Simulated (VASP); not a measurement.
# C: convergence, self-consistent run

C, Cmme (no. 67), 4 atoms in the cell. PBE with TS; PAW potentials C (PBE set). VASP 6.6.1.

Wanted: energy within 2 meV/atom; pressure within 0.1 GPa.

POSCAR:
```
C
1.0
    1.2280479700     -2.1270618200      0.0000000000
    1.2280479700      2.1270618200      0.0000000000
    0.0000000000      0.0000000000      7.1732677600
C
4
Direct
    0.9166205400      0.0833794600      0.7531376000
    0.4166205400      0.5833794600      0.2468624000
    0.0833794600      0.9166205400      0.2468624000
    0.5833794600      0.4166205400      0.7531376000
```

## Inputs of the Tkatchenko-Scheffler term

| Inputs of the Tkatchenko-Scheffler term | Energy less reference (meV/atom) | Pressure (GPa) | SCF iterations | Time (s) |
|---|---|---|---|---|
| default | 0.0 | 0.80 | 14 | 16 |
| VDW_RADIUS = 15 | 1.3 | 0.84 | 14 | 15 |
| VDW_RADIUS = 100 | 0.0 | 0.80 | 14 | 15 |
| VDW_SR = 0.9 | -6.6 | 0.50 | 14 | 14 |
| VDW_D = 15.0 | -2.7 | 1.10 | 14 | 14 |
| VDW_ALPHA = 12.000, VDW_C6AU = 46.600 | 0.0 | 0.80 | 14 | 14 |
| VDW_ALPHA = 12.000, VDW_C6AU = 51.260 | -12.7 | 0.46 | 14 | 14 |

## Question

For each series: keep the first row unless others stay within half of the tolerance and take at least 30 % less time, and then take the fastest.

## Answer

- inputs of the Tkatchenko-Scheffler term: default

## The input

INCAR:
```
ALGO = Normal ; EDIFF = 1E-7
ENCUT = 520 ; ISIF = 2
ISMEAR = 0 ; IVDW = 2
LASPH = True ; LCHARG = False
LREAL = False ; LWAVE = False
NELM = 100 ; PREC = Accurate
SIGMA = 0.02
```

KPOINTS:
```
k-points
0
Gamma
  9 9 3
```

Commands:
```
cat potpaw_PBE.64/C/POTCAR > POTCAR
mpirun -np 1 vasp_std > vasp.out
```

The chosen input took VASP 6.6.1 16 s on 1 core (AMD EPYC 9R45 (Zen 5)), a shared host.
